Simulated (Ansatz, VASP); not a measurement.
**One calculation of GaN, two programs**

```
CELL_PARAMETERS angstrom
3.18257 0.00000 0.00000
-1.59129 2.75619 0.00000
0.00000 0.00000 5.18541
ATOMIC_POSITIONS crystal
Ga 0.33333 0.66667 0.99919
Ga 0.66667 0.33333 0.49919
N 0.33333 0.66667 0.37581
N 0.66667 0.33333 0.87581
```

Alike in both runs: task single point; functional PBEsol; k mesh 8 × 8 × 4; no spin polarisation.

```csv
,VASP,Ansatz
version,VASP 6.6.1,Ansatz 0.2.0
potentials or method,"VASP PAW PBE potentials, release 64 (Ga_d, N)","PAW with Ansatz's default frozen-core files, scalar-relativistic"
plane-wave cutoff (eV),520,420
occupations,"gaussian, width 0.01 eV",fixed
valence electrons in the cell,36,36
```

```csv
,VASP,Ansatz,Ansatz less VASP
gap on the k mesh at the Fermi level (eV),1.89,1.88,-0.018
pressure (GPa),-0.1,0.0,+0.14
```

Caveats: the PAW data sets were made with another functional, which shifts forces and pressure a little (VASP).
